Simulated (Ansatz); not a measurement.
## Relaxing H₂Se

Method: Ansatz 0.2.0, DFT PBE, scalar-relativistic, plane waves, PAW. Cutoff 420 eV, Γ-centred k mesh, Gaussian smearing, no spin polarisation in the final step.

H₂Se was placed on the rutile structure type (P4_2/mnm, No. 136), with Se in place of Ti, H in place of O, at a guessed volume.

```xyz
6
Lattice="5.5949 0.0000 0.0000 0.0000 5.5949 0.0000 0.0000 0.0000 3.6037" Properties=species:S:1:pos:R:3 pbc="T T T"
H     1.7120    1.7120    0.0000
H     1.0854    4.5095    1.8018
H     3.8829    3.8829    0.0000
H     4.5095    1.0854    1.8018
Se    0.0000    0.0000    0.0000
Se    2.7975    2.7975    1.8018
```

Steps on the 4×4×6 mesh (6 atoms). 12 of 12 steps are shown, and the free energy counts from the last. Trial steps that were taken back and renewals of the plane-wave basis can be among the rows.

```
step  ΔF (meV/atom) V (Å³/atom) P (GPa) largest force component (eV/Å)
   1          546.3        18.80   -12.06                           0.187
   2          361.2        16.43   -11.76                           0.206
   3          219.7        14.59   -10.13                           0.229
   4          123.0        13.21    -6.69                           0.253
   5           69.6        11.98     1.22                           0.188
   6           55.7        12.00     4.07                           0.036
   7           28.6        13.22     4.52                           0.192
   8           14.6        14.89    -1.22                           0.256
   9            2.4        15.70     0.42                           0.007
  10            1.1        16.19     0.20                           0.016
  11            0.2        17.15     0.11                           0.027
  12            0.0        17.15     0.13                           0.027
```

Steps on the 6×6×12 mesh (6 atoms). 9 of 14 steps are shown, and the free energy counts from the last.

| step | ΔF (meV/atom) | V (Å³/atom) | P (GPa) | largest force component (eV/Å) |
| --- | --- | --- | --- | --- |
| 1 | 20.1 | 17.15 | 2.27 | 0.036 |
| 2 | 11.3 | 17.72 | -0.72 | 0.156 |
| 3 | 5.4 | 17.33 | -0.01 | 0.040 |
| 5 | 0.7 | 15.23 | 0.04 | 0.026 |
| 6 | -0.1 | 13.66 | 0.70 | 0.057 |
| 7 | -0.4 | 14.58 | -0.05 | 0.002 |
| 8 | -0.8 | 14.11 | 0.10 | 0.002 |
| 12 | 0.0 | 14.27 | -0.04 | 0.001 |
| 14 | 0.0 | 14.13 | 0.01 | 0.004 |

A final relaxation ran on a 8×8×12 mesh. The relaxed crystal, P4_2/mnm (No. 136):

Space group P4_2/mnm (No. 136). a = 5.299 Å, b = 5.299 Å, c = 3.020 Å, α = 90.00°, β = 90.00°, γ = 90.00°
```csv
atom,site,symmetry,x,y,z
H,4f,m.2m,0.3679,0.3679,0.0000
Se,2a,m.mm,0.0000,0.0000,0.0000
```

For H₂Se, the volume per atom is 14.1 Å³, the density is 3.2 g/cm³ and the energy over the elements is 0.54 eV/atom. The gap on the 8×8×12 mesh is 0 eV (a metal).

The zero of energy is the elements' standard structures at the same level (H₂ as a molecule); no fitted shifts are applied.

The final run used a 8×8×12 mesh on its 6-atom cell and 0.10 eV smearing. The k mesh leaves about 4 meV/atom of noise in metals. No dispersion correction is applied, so the spacing between layers, chains or molecules is poorly fixed, and with it the volume and density.

A structure relaxed within its symmetry needn't be a true minimum.